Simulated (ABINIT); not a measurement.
# Quasiparticle gap of KCl (Sylvite) in ABINIT

Wanted: ground state, empty states, screening and self-energy for KCl (Sylvite).

Program: ABINIT 10.8.3. Level of theory: PBE and many-body steps on it, plane waves. Results are calculated unless marked as measured.

**1. The starting structure**

Symmetry: Fm-3m, No. 225, cubic system. Conventional cell: a = 6.293 Å, b = 6.293 Å, c = 6.293 Å, α = 90.00°, β = 90.00°, γ = 90.00°. K has 6 Cl at 3.15 Å nearest. Nearest to Cl lie 6 K at 3.15 Å. Farther neighbours and most contacts between anions are not listed.

The cell and positions come from the Crystallography Open Database and are kept as given unless a step says otherwise.

**2. Ground state**

This step: ABINIT 10.8.3; DFT, PBE, plane waves, norm-conserving pseudopotentials.

The ground-state density comes first.

run.abi

```
acell 3*1.0 Angstrom
rprim 
  -0.000000000000 3.146470000000 3.146470000000
  3.146470000000 0.000000000000 3.146470000000
  3.146470000000 3.146470000000 -0.000000000000
ntypat 2
znucl 19 17
natom 2
typat 1 2
xred 
  0.000000000000 0.000000000000 0.000000000000
  0.500000000000 0.500000000000 0.500000000000
pp_dirpath "pseudos"
pseudos "K.upf, Cl.upf"
ecut 33
ngkpt 6 6 6
nshiftk 1
shiftk 0 0 0
kptopt 1
chksymbreak 0
nband 13
occopt 1
tolvrs 1e-10
nstep 60
prtwf 0
optforces 0
optstress 0
indata_prefix "in"
outdata_prefix "out"
tmpdata_prefix "tmp"
```

Launch:

```bash
$ OMP_NUM_THREADS=1 mpirun -n 4 abinit run.abi > log
```

Numbers of over 12 decimals in the logs are rounded to 6 here.

The log of the run:

```text
.Version 10.8.3 of ABINIT. v10.8.2 released Aug 2026.

 Symmetries : space group Fm -3 m (#225); Bravais cF (face-center cubic)
================================================================================
 Values of the parameters that define the memory need of the present run
     intxc =       0    ionmov =       0      iscf =       7    lmnmax =       6
     lnmax =       6     mgfft =      45  mpssoang =       3    mqgrid =    3001
     natom =       2  nloc_mem =       1    nspden =       1   nspinor =       1
    nsppol =       1      nsym =      48    n1xccc =    2501    ntypat =       2
    occopt =       1   xclevel =       2
-    mband =          13        mffmem =           1         mkmem =           4
       mpw =        3823          nfft =       91125          nkpt =          16
================================================================================
  Rough estimation (10% accuracy) of disk space for files :
================================================================================

--------------------------------------------------------------------------------
------------- Echo of variables that govern the present computation ------------
--------------------------------------------------------------------------------
 -outvars: echo values of preprocessed input variables --------
            acell      1.8897261259E+00  1.8897261259E+00  1.8897261259E+00 Bohr

      chksymbreak           0
             ecut      3.30000000E+01 Hartree
-          fftalg         312

              ixc     -101130
              kpt      0.00000000E+00  0.00000000E+00  0.00000000E+00
                       1.66666667E-01  0.00000000E+00  0.00000000E+00
                       3.33333333E-01  0.00000000E+00  0.00000000E+00
                       5.00000000E-01  0.00000000E+00  0.00000000E+00
                       1.66666667E-01  1.66666667E-01  0.00000000E+00
                       3.33333333E-01  1.66666667E-01  0.00000000E+00
                       5.00000000E-01  1.66666667E-01  0.00000000E+00
                      -3.33333333E-01  1.66666667E-01  0.00000000E+00
                      -1.66666667E-01  1.66666667E-01  0.00000000E+00
   [... 5 further rows ...]
                      -3.33333333E-01  3.33333333E-01  1.66666667E-01
                      -3.33333333E-01  5.00000000E-01  1.66666667E-01
         kptrlatt        6    0    0      0    6    0      0    0    6
          kptrlen      5.04531993E+01
P           mkmem           4
            natom           2
            nband          13
            ngfft          45      45      45
             nkpt          16
            nstep          60
             nsym          48
           ntypat           2
              occ      2.000000  2.000000  2.000000  2.000000  2.000000  2.000000
                       2.000000  2.000000  0.000000  0.000000  0.000000  0.000000
                       0.000000
        optforces           0
        optstress           0
            prtwf           0
            rprim     -0.0000000000E+00  3.1464700000E+00  3.1464700000E+00
[...]
spgroup         225

           tolvrs      1.00000000E-10

             xred      0.0000000000E+00  0.0000000000E+00  0.0000000000E+00
[...]
znucl       19.00000   17.00000

================================================================================

 chkinp: Checking input parameters for consistency.

================================================================================
== DATASET  1 ==================================================================
-   mpi_nproc: 4, omp_nthreads: 1 (-1 if OMP is not activated)

--- !DatasetInfo
iteration_state: {dtset: 1, }
dimensions: {natom: 2, nkpt: 16, mband: 13, nsppol: 1, nspinor: 1, nspden: 1, mpw: 3823, }
cutoff_energies: {ecut:  33.0, pawecutdg:  -1.0, }
electrons: {nelect:   1.60000000E+01, charge:   0.00000000E+00, occopt:   1.00000000E+00, tsmear:   1.00000000E-02, }

 Real(R)+Recip(G) space primitive vectors, cartesian coordinates (Bohr,Bohr^-1):
 R(1)=  0.0000000  5.9459666  5.9459666  G(1)= -0.0840906  0.0840906  0.0840906
 R(2)=  5.9459666  0.0000000  5.9459666  G(2)=  0.0840906 -0.0840906  0.0840906
 R(3)=  5.9459666  5.9459666  0.0000000  G(3)=  0.0840906  0.0840906 -0.0840906
 Unit cell volume ucvol=  4.2043357E+02 bohr^3
 Angles (23,13,12)=  6.00000000E+01  6.00000000E+01  6.00000000E+01 degrees

 getcut: wavevector=  0.0000  0.0000  0.0000  ngfft=  45  45  45
         ecut(hartree)=     33.000   => boxcut(ratio)=   2.02345

--- Pseudopotential description ------------------------------------------------
- K Generated using ONCVPSP code by D. R. Hamann
- 19.00000   9.00000  171031                  znucl, zion, pspdat
12 -101130 2 -1 2222                          pspcod,pspxc,lmax,lloc,mmax
     nproj     2     2     2
  pspatm : epsatm=    8.42413758
         --- l  ekb(1:nproj) -->
[...]
pspatm: atomic psp has been read  and splines computed

- Cl Generated using ONCVPSP code by D. R. Hamann
- 17.00000   7.00000  171031                  znucl, zion, pspdat
12 -101130 2 -1 1028                          pspcod,pspxc,lmax,lloc,mmax
     nproj     2     2     2
  pspatm : epsatm=    9.12776517
         --- l  ekb(1:nproj) -->
[...]
2   -2.938609   -0.805455
 pspatm: atomic psp has been read  and splines computed

   2.80830444E+02                                ecore*ucvol(ha*bohr**3)
--------------------------------------------------------------------------------

_setup2: Arith. and geom. avg. npw (full set) are    3805.801    3805.789

================================================================================

--- !BeginCycle
iteration_state: {dtset: 1, }
solver: {iscf: 7, nstep: 60, nline: 4, wfoptalg: 0, }
tolerances: {tolvrs: 1.00E-10, }

     iter   Etot(hartree)      deltaE(h)  residm     vres2
 ETOT  1  -46.572690663610    -4.657E+01 7.370E-02 1.561E+02
 ETOT  2  -46.596654800576    -2.396E-02 9.852E-03 1.309E+01
 ETOT  3  -46.598321616511    -1.667E-03 3.702E-03 1.157E+00
 ETOT  4  -46.598367069413    -4.545E-05 3.358E-03 6.410E-02
 ETOT  5  -46.598368205033    -1.136E-06 1.372E-03 9.405E-04
 ETOT  6  -46.598368229973    -2.494E-08 1.022E-03 8.148E-06
 ETOT  7  -46.598368230966    -9.932E-10 1.084E-03 5.356E-07
 ETOT  8  -46.598368231011    -4.533E-11 5.155E-04 5.823E-09
 ETOT  9  -46.598368231012    -8.455E-13 5.050E-04 3.055E-10
 ETOT 10  -46.598368231012    -3.340E-13 2.059E-04 2.537E-12

 At SCF step   10       vres2   =  2.54E-12 < tolvrs=  1.00E-10 =>converged.

--- !ResultsGS
iteration_state: {dtset: 1, }
comment   : Summary of ground state results
lattice_vectors:
- [ -0.0000000,   5.9459666,   5.9459666, ]
- [  5.9459666,   0.0000000,   5.9459666, ]
- [  5.9459666,   5.9459666,  -0.0000000, ]
lattice_lengths: [   8.40887,    8.40887,    8.40887, ]
lattice_angles: [ 60.000,  60.000,  60.000, ] # degrees, (23, 13, 12)
lattice_volume:   4.2043357E+02
convergence: {deltae: -3.340E-13, res2:  2.537E-12, residm:  2.059E-04, diffor:  0.000E+00, }
etotal    :  -4.65983682E+01
entropy   :   0.00000000E+00
fermie    :  -8.50435789E-03
cartesian_stress_tensor: null
pressure_GPa: null
xred      :
- [  0.0000E+00,   0.0000E+00,   0.0000E+00,  K]
- [  5.0000E-01,   5.0000E-01,   5.0000E-01, Cl]
cartesian_forces: null
force_length_stats: {min: null, max: null, mean: null, }

 Integrated electronic density in atomic spheres:
 ------------------------------------------------
 Atom  Sphere_radius  Integrated_density
    1        2.00000          6.91065232
    2        2.00000          5.11724944
================================================================================

 ----iterations are completed or convergence reached----

 Mean square residual over all n,k,spin=   31.548E-07; max=  20.590E-05
 reduced coordinates (array xred) for    2 atoms
       0.000000000000      0.000000000000      0.000000000000
       0.500000000000      0.500000000000      0.500000000000
 rms dE/dt=  0.0000E+00; max dE/dt=  0.0000E+00; dE/dt below (all hartree)
    1       0.000000000000      0.000000000000      0.000000000000
    2       0.000000000000      0.000000000000      0.000000000000

 cartesian coordinates (angstrom) at end:
    1      0.000000     0.000000     0.000000
    2      3.146470     3.146470     3.146470
 length scales=  1.889726125908  1.889726125908  1.889726125908 bohr
              =  1.000000000000  1.000000000000  1.000000000000 angstroms
 prteigrs : about to open file out_EIG
 Fermi (or HOMO) energy (hartree) =  -0.00850   Average Vxc (hartree)=  -0.28070
 Eigenvalues (hartree) for nkpt=  16  k points:
 kpt#   1, nband= 13, wtk=  0.00463, kpt=  0.0000  0.0000  0.0000 (reduced coord)
  -1.00793   -0.45382   -0.40010   -0.40010   -0.40010   -0.00850   -0.00850   -0.00850
   0.18221    0.29896    0.29896    0.29896    0.33049
 prteigrs : prtvol=0 or 1, do not print more k-points.

--- !EnergyTerms
iteration_state     : {dtset: 1, }
comment             : Components of total free energy in Hartree
kinetic             :  1.59178987439124E+01
hartree             :  9.94220084210280E+00
xc                  : -1.09376488268514E+01
Ewald energy        : -3.08334400012199E+01
psp_core            :  6.67954381446766E-01
local_psp           : -3.77938247955532E+01
non_local_psp       :  6.43849142515018E+00
total_energy        : -4.65983682310124E+01
total_energy_eV     : -1.26800619636653E+03
band_energy         : -5.47274576956233E+00

== END DATASET(S) ==============================================================
================================================================================

 -outvars: echo values of variables after computation  --------
           etotal     -4.6598368231E+01
            nband          13
             nkpt          16
          spgroup         225
 [... the other variables as echoed above ...]

 Calculation completed.
```

Elapsed: 11 s, on 4 MPI ranks of Arm Neoverse V1, shared host; peak memory 0.32 GiB.

This step gave:

```
total energy               : -1268.0062 eV
gap                        : 5.189 eV
k of the valence top       : 0, 0, 0
k of the conduction bottom : 0, 0, 0
least direct gap           : 5.189 eV
```

The gap is direct, at Γ.

[end of part 1 of 3]

[Paths, hosts, dates, memory and timing lines, banners, echoed tables and standing remarks are left out of the program output.]

[Logs are printed without paths, hosts, clocks, repeated set-up lines and the standing remarks that a program may print on its own settings, such as how far it seeks lower states.]

[Runs of the session that timed out or met a known fault of the program may be left out.]

[Hosts, paths, dates, database ids (printed as entryN), source tags and the programs' standing remarks are cut or masked in the printed files.]

[G0W0 gaps are taken among the corrected bands and points alone; a level outside them can change the order at an edge.]

[Where Ansatz stands beside ABINIT at settings called matched, ABINIT's density can come from a denser mesh and the files from another edition; pairs whose starting gaps differed by over 0.03 eV were left out, so agreement reads better than it is.]
